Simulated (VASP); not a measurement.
# SrTiO3 (Pm-3m) in VASP: settings compared, part 2 of 2

VASP 6.6.1. The steps go on from the part before.

### Step 3. Relaxation of cell and atoms, LDA

This run uses another cell than the first one, of 11.91 Å³/atom, 0.948 times its volume.

Contents of INCAR:

```
SYSTEM = SrTiO3
  ALGO = Normal
  EDIFF = 1E-6
  EDIFFG = -0.01
  ENCUT = 600
  IBRION = 2
  ISIF = 3
  ISMEAR = 0
  LASPH = .True.
  LCHARG = .False.
  LREAL = .False.
  LWAVE = .False.
  NELM = 80
  NSW = 90
  PREC = Accurate
  SIGMA = 0.03
```

Contents of KPOINTS:

```
k-points
0
Gamma
  8 8 8
  0 0 0
```

Contents of POSCAR:

```
SrTiO3
1.0
    3.9052800000      0.0000000000      0.0000000000
    0.0000000000      3.9052800000      0.0000000000
    0.0000000000      0.0000000000      3.9052800000
Sr Ti O
1 1 3
Direct
    0.5000000000      0.5000000000      0.5000000000
    0.0000000000      0.0000000000      0.0000000000
    0.5000000000      0.0000000000      0.0000000000
    0.0000000000      0.5000000000      0.0000000000
    0.0000000000      0.0000000000      0.5000000000
```

Potentials or basis: VASP PAW LDA potentials, release 64 (Sr_sv, Ti_sv, O).

On the command line:

```bash
> cat potpaw_LDA.64/Sr_sv/POTCAR potpaw_LDA.64/Ti_sv/POTCAR potpaw_LDA.64/O/POTCAR > POTCAR
> mpirun -np 1 vasp_std > vasp.out
```

OUTCAR:

```text
SYSTEM = SrTiO3
   EDIFF = 1E-6
   EDIFFG = -0.01
   ENCUT = 600
   IBRION = 2
   ISIF = 3
   ISMEAR = 0
   LASPH = .True.
   LREAL = .False.
   NELM = 80
   NSW = 90
   PREC = Accurate

 ion  position               nearest neighbor table
   1  0.500  0.500  0.500-   3 2.76   4 2.76   5 2.76   3 2.76   4 2.76   3 2.76   5 2.76   3 2.76
                             4 2.76   5 2.76   4 2.76   5 2.76   2 3.38   2 3.38   2 3.38   2 3.38
   2  0.000  0.000  0.000-   3 1.95   4 1.95   5 1.95   5 1.95   4 1.95   3 1.95   1 3.38   1 3.38
                             1 3.38   1 3.38   1 3.38   1 3.38   1 3.38   1 3.38
   3  0.500  0.000  0.000-   2 1.95   2 1.95   1 2.76   1 2.76   1 2.76   1 2.76
   4  0.000  0.500  0.000-   2 1.95   2 1.95   1 2.76   1 2.76   1 2.76   1 2.76
   5  0.000  0.000  0.500-   2 1.95   2 1.95   1 2.76   1 2.76   1 2.76   1 2.76

  LATTYP: Found a simple cubic cell.
 ALAT       =     3.9052800000

  Lattice vectors:

 A1 = (   3.9052800000,   0.0000000000,   0.0000000000)
 A2 = (   0.0000000000,   3.9052800000,   0.0000000000)
 A3 = (   0.0000000000,   0.0000000000,   3.9052800000)

Analysis of symmetry for initial positions (statically):
=====================================================================
 Subroutine PRICEL returns:
 Original cell was already a primitive cell.

 Routine SETGRP: Setting up the symmetry group for a
 simple cubic supercell.

 Subroutine GETGRP returns: Found 48 space group operations
 (whereof 48 operations were pure point group operations)
 out of a pool of 48 trial point group operations.

The static configuration has the point symmetry O_h .

Analysis of symmetry for dynamics (positions and initial velocities):
=====================================================================
 Subroutine PRICEL returns:
 Original cell was already a primitive cell.

 Routine SETGRP: Setting up the symmetry group for a
 simple cubic supercell.

 Subroutine GETGRP returns: Found 48 space group operations
 (whereof 48 operations were pure point group operations)
 out of a pool of 48 trial point group operations.

The dynamic configuration has the point symmetry O_h .

 Subroutine INISYM returns: Found 48 space group operations
 (whereof 48 operations are pure point group operations),
 and found     1 'primitive' translations

----------------------------------------------------------------------------------------

                                     Primitive cell

  volume of cell :      59.5603

  direct lattice vectors                    reciprocal lattice vectors
     3.905280000  0.000000000  0.000000000     0.256063586  0.000000000  0.000000000
     0.000000000  3.905280000  0.000000000     0.000000000  0.256063586  0.000000000
     0.000000000  0.000000000  3.905280000     0.000000000  0.000000000  0.256063586

  length of vectors
     3.905280000  3.905280000  3.905280000     0.256063586  0.256063586  0.256063586

  position of ions in fractional coordinates (direct lattice)
     0.500000000  0.500000000  0.500000000
     0.000000000  0.000000000  0.000000000
     0.500000000  0.000000000  0.000000000
[... 62 lines left out ...]
  0.500000  0.375000  0.125000     24.000000
 [... further k-points ...]
   k-points           NKPTS =     35   k-points in BZ     NKDIM =     35   number of bands    NBANDS=     24
   number of dos      NEDOS =    301   number of ions     NIONS =      5
   total plane-waves  NPLWV =  32768
   dimension x,y,z NGX =    32 NGY =   32 NGZ =   32
   dimension x,y,z NGXF=    64 NGYF=   64 NGZF=   64
   ions per type =               1   1   3
   NGX,Y,Z   is equivalent  to a cutoff of  13.62, 13.62, 13.62 a.u.
   NGXF,Y,Z  is equivalent  to a cutoff of  27.24, 27.24, 27.24 a.u.
 SYSTEM =  SrTiO3
   PREC   = accura    normal or accurate (medium, high low for compatibility)
   ISTART =      0    job   : 0-new  1-cont  2-samecut
   ICHARG =      2    charge: 1-file 2-atom 10-const
   ISPIN  =      1    spin polarized calculation?
   LNONCOLLINEAR =      F non collinear calculations
   LSORBIT =      F    spin-orbit coupling
   LASPH  =      T    aspherical Exc in radial PAW
   ENCUT  =  600.0 eV  44.10 Ry    6.64 a.u.   7.80  7.80  7.80*2*pi/ulx,y,z
   NELM   =     80;   NELMIN=  2; NELMDL= -5     # of ELM steps
   EDIFF  = 0.1E-05   stopping-criterion for ELM
   LREAL  =      F    real-space projection
   EDIFFG = -.1E-01   stopping-criterion for IOM
   NSW    =     90    number of steps for IOM
   IBRION =      2    ionic relax: 0-MD 1-quasi-New 2-CG
   NFREE  =      1    steps in history (QN), initial steepest desc. (CG)
   ISIF   =      3    stress and relaxation
   ISYM   =      2    0-nonsym 1-usesym 2-fastsym
   POTIM  = 0.5000    time-step for ionic-motion
   TEBEG  =    0.0;   TEEND  =   0.0 temperature during run
   PSTRESS=    0.0 pullay stress
   NELECT =      40.0000    total number of electrons
   NUPDOWN=      -1.0000    fix difference up-down
   EMIN   =  10.00;   EMAX   =-10.00  energy-range for DOS
   EFERMI =   0.00;   METHOD = LEGACY
   ISMEAR =     0;   SIGMA  =   0.03  broadening in eV -4-tet -1-fermi 0-gaus
   EFERMI_NEDOS =   21; number of points for ismear=-14 and -15
   IALGO  =     38    algorithm
   IMIX   =      4    mixing-type and parameters
     AMIX     =   0.40;   BMIX     =  1.00
     AMIX_MAG =   1.60;   BMIX_MAG =  1.00
  volume/ion in A,a.u.               =      11.91        80.39
  Fermi-wavevector in a.u.,A,eV,Ry     =   1.433648  2.709203 27.964703  2.055348
  Thomas-Fermi vector in A             =   2.553143
   LORBIT       =      0    0 simple, 1 ext, 2 COOP (PROOUT), +10 PAW based schemes
   GGA     = CA    functional components
   LHFCALC =     F    Hartree Fock is set to
   AEXX    =    0.0000 exact exchange contribution
   IVDW    =     0    specifies the selected vdW correction
   LEPSILON=     F    determine dielectric tensor
   LRPA    =     F    only Hartree local field effects (RPA)
 conjugate gradient relaxation of ions
 non-spin polarized calculation
 Gauss-broadening in eV      SIGMA  =   0.03
  energy-cutoff  :      600.00
  volume of cell :       59.56
 maximum number of plane-waves:      2008
 NGX is ok and might be reduce to    32
   NGX = 15   NGY = 15   NGZ = 15

--------------------------------------- Ionic step        1  -------------------------------------------

 number of electron      39.9999978 magnetization

 Free energy of the ion-electron system (eV)
  ---------------------------------------------------
  ext. energy  EPLUGINS =         0.00000000
  ---------------------------------------------------
  free energy    TOTEN  =       -44.14623915 eV

  energy without entropy =      -44.14623915  energy(sigma->0) =      -44.14623915

------------------------ aborting loop because EDIFF is reached ----------------------------------------

  FORCE on cell =-STRESS in cart. coord.  units (eV):
  Direction    XX          YY          ZZ          XY          YZ          ZX
  --------------------------------------------------------------------------------------
  -------------------------------------------------------------------------------------
  Total       -2.4757028     -2.4757028     -2.4757028      0.0000000     -0.0000000      0.0000000
  in kB      -66.5966773    -66.5966773    -66.5966773      0.0000000     -0.0000000      0.0000000
  external PRESSURE =     -66.5966773 kB  Pullay stress =       0.0000000 kB
[... 65 lines left out ...]
--------------------------------------- Ionic step        3  -------------------------------------------

 number of electron      39.9999996 magnetization

 Free energy of the ion-electron system (eV)
  ---------------------------------------------------
  ext. energy  EPLUGINS =         0.00000000
  ---------------------------------------------------
  free energy    TOTEN  =       -44.18978184 eV

  energy without entropy =      -44.18978184  energy(sigma->0) =      -44.18978184

 E-fermi :   4.3071     XC(G=0): -11.9768

 val. band max:        4.1681019064   @ k =   0.5000   0.5000   0.5000
 cond. band min:       5.9781037374   @ k =   0.0000   0.0000   0.0000
 fundamental gap:      1.8100018310
 Fermi energy:         4.3070912864

 k-point     1 :       0.0000    0.0000    0.0000
  band No.  band energies     occupation
      1     -51.4172      2.00000
      2     -28.2228      2.00000
      3     -28.0946      2.00000
      4     -28.0946      2.00000
      5     -28.0946      2.00000
      6     -13.0892      2.00000
[... 637 lines left out ...]
     23       8.4579      0.00000
     24      10.2808      0.00000

 [... further k-points ...]

------------------------ aborting loop because EDIFF is reached ----------------------------------------

  FORCE on cell =-STRESS in cart. coord.  units (eV):
  Direction    XX          YY          ZZ          XY          YZ          ZX
  --------------------------------------------------------------------------------------
  -------------------------------------------------------------------------------------
  Total       -0.0217397     -0.0217397     -0.0217397     -0.0000000     -0.0000000      0.0000000
  in kB       -0.6055733     -0.6055733     -0.6055733     -0.0000000     -0.0000000      0.0000000
  external PRESSURE =      -0.6055733 kB  Pullay stress =       0.0000000 kB
[... 20 lines left out ...]
  FREE ENERGIE OF THE ION-ELECTRON SYSTEM (eV)
  ---------------------------------------------------
  free  energy   TOTEN  =       -44.1897818415 eV

  energy  without entropy=      -44.1897818415  energy(sigma->0) =      -44.18978184

 reached required accuracy - stopping structural energy minimisation
```

OSZICAR:

```text
N       E                     dE             d eps       ncg     rms          rms(c)
DAV:   1     0.458313201065E+03    0.45831E+03   -0.23024E+04  1680   0.200E+03
DAV:   2    -0.597342787802E+01   -0.46429E+03   -0.45626E+03  2040   0.516E+02
DAV:   3    -0.518941446030E+02   -0.45921E+02   -0.43623E+02  2088   0.152E+02
[... 32 lines left out ...]
DAV:   6    -0.441890676050E+02   -0.24744E-02   -0.60689E-03  2264   0.452E-01    0.200E-01
DAV:   7    -0.441896804657E+02   -0.61286E-03   -0.15304E-03  2712   0.204E-01    0.702E-02
DAV:   8    -0.441897663454E+02   -0.85880E-04   -0.11613E-04  1992   0.892E-02    0.190E-02
DAV:   9    -0.441897810016E+02   -0.14656E-04   -0.82533E-05  2488   0.616E-02    0.498E-03
DAV:  10    -0.441897818415E+02   -0.83983E-06   -0.85016E-06  1664   0.209E-02
   3 F= -.44189782E+02 E0= -.44189782E+02  d E =-.435427E-01
```

CONTCAR:

```text
SrTiO3
   1.00000000000000
     3.8601041381171819   -0.0000000000000000    0.0000000000000000
     0.0000000000000000    3.8601041381171819    0.0000000000000000
    -0.0000000000000000   -0.0000000000000000    3.8601041381171819
  Sr              Ti              O
     1     1     3
Direct
     0.5000000000000000    0.5000000000000000    0.5000000000000000
     0.0000000000000000    0.0000000000000000    0.0000000000000000
     0.5000000000000000    0.0000000000000000    0.0000000000000000
     0.0000000000000000    0.5000000000000000    0.0000000000000000
     0.0000000000000000    0.0000000000000000    0.5000000000000000

  0.00000000E+00  0.00000000E+00  0.00000000E+00
  0.00000000E+00  0.00000000E+00  0.00000000E+00
  0.00000000E+00  0.00000000E+00  0.00000000E+00
  0.00000000E+00  0.00000000E+00  0.00000000E+00
  0.00000000E+00  0.00000000E+00  0.00000000E+00
```

Run time: 43 s. Hardware: 1 thread of Intel Xeon 6975P-C (Granite Rapids), shared host; peak memory 0.2 GiB.

What came out:

| Property | Result |
| --- | --- |
| Free energy | -44.1898 eV |
| Relaxed volume | 11.50 Å³/atom |
| Relaxed cell | a = 3.860 Å, b = 3.860 Å, c = 3.860 Å, α = 90.00°, β = 90.00°, γ = 90.00° |
| Space group after relaxing (to 0.05 Å) | Pm-3m (No. 221) |
| Energy gained by relaxing | 8.7 meV/atom |
| Ionic steps | 3 |
| Pressure after relaxing | -0.1 GPa |
| Band gap on the k mesh | 1.81 eV, indirect (least direct gap 2.15 eV) |

Step by step:
| step | energy change (eV) | largest force (eV/Å) | pressure (GPa) | volume (Å³) |
| --- | --- | --- | --- | --- |
| 1 | 0.0000 | 0.0000 | -6.66 | 59.56 |
| 2 | 0.0079 | 0.0000 | 8.11 | 55.39 |
| 3 | -0.0435 | 0.0000 | -0.06 | 57.52 |

Final structure:
```
Sr Ti O
1.0
     3.86010    0.00000    0.00000
     0.00000    3.86010    0.00000
     0.00000    0.00000    3.86010
Sr Ti O
1 1 3
Cartesian
  1.9301 1.9301 1.9301
  0.0000 0.0000 0.0000
  1.9301 0.0000 0.0000
  0.0000 1.9301 0.0000
  0.0000 0.0000 1.9301
```

Levels at points of the mesh, in eV from the valence-band top:
| k point | band 16 | band 17 | band 18 | band 19 | band 20 | band 21 | band 22 | band 23 | band 24 |
| --- | --- | --- | --- | --- | --- | --- | --- | --- | --- |
| (0.00, 0.00, 0.00) | -1.25 | -1.25 | -0.34 | -0.34 | -0.34 | 1.81 | 1.81 | 1.81 | 4.57 |
| (0.50, 0.00, 0.00) | -2.49 | -2.49 | -2.16 | -0.73 | -0.73 | 2.01 | 3.92 | 3.92 | 4.62 |
| (0.50, 0.50, 0.00) | -3.06 | -1.71 | -1.62 | -1.62 | -0.10 | 3.93 | 3.93 | 4.39 | 5.64 |
| (0.50, 0.50, 0.50) | -3.88 | -3.88 | 0.00 | 0.00 | 0.00 | 4.65 | 4.65 | 4.65 | 6.98 |

A k mesh can miss the band edges. Zero-point motion and thermal expansion aren't in these numbers.
